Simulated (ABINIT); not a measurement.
Here is an ABINIT 10.8.3 (patched build) calculation.

Contents of run.abi:

```
ndtset 7
getwfk -1
scalecart1 3*0.9795861087
scalecart2 3*0.9864848297
scalecart3 3*0.9932883884
scalecart4 3*1.0000000000
scalecart5 3*1.0066227096
scalecart6 3*1.0131594038
scalecart7 3*1.0196128224

pp_dirpath "./"
pseudos "W.GGA_PBE-JTH.xml, C.GGA_PBE-JTH.xml"

acell 2.9065 2.9065 2.8366 Angstrom
rprim
     1.0000000000     0.0000000000     0.0000000000
    -0.5000000000     0.8660254038     0.0000000000
     0.0000000000     0.0000000000     1.0000000000
ntypat 2
znucl 74 6
natom 2
typat 1 2
xred
     0.0000000000     0.0000000000     0.0000000000
     0.6666666667     0.3333333333     0.5000000000

ecut 19.0
pawecutdg 38.0

kptopt 1
ngkpt 10 10 9
nshiftk 1
shiftk 0.0 0.0 0.0

ixc -144130

nband 13
occopt 3
tsmear 0.05 eV

nstep 100
tolvrs 1.0e-9

iomode 3
prtwf 1
prtden 0
prteig 0
prtebands 0
enunit 1
```

Potentials or basis: JTH PAW PBE v2.0.

Command:

```bash
$ abinit run.abi > log 2>&1
```

Task: What does it give for the equilibrium volume?

Result: 10.85 Å³/atom.

Task: What does it give for the pressure derivative of the bulk modulus?

Result: 4.2 (rough: it moves with the points fitted).

Task: Estimate the bulk modulus at fixed shape and positions.

Result: 362 GPa.

Energy against volume, from the lowest point:
| volume (Å³/atom) | energy (meV/atom) |
| --- | --- |
| 9.754 | 149.55 |
| 9.961 | 94.62 |
| 10.169 | 53.35 |
| 10.376 | 24.57 |
| 10.584 | 6.97 |
| 10.791 | 0.00 |
| 10.999 | 1.66 |

Caveat: pressures at fixed basis lie under the slope of the energies; the cell was scaled at fixed shape and fractional positions, which overstates the stiffness of a crystal with free parameters, most of all of layers and chains; the PAW data sets were made with another functional, which shifts forces and pressure a little. Spin-orbit coupling is left out, which matters for the levels of W.
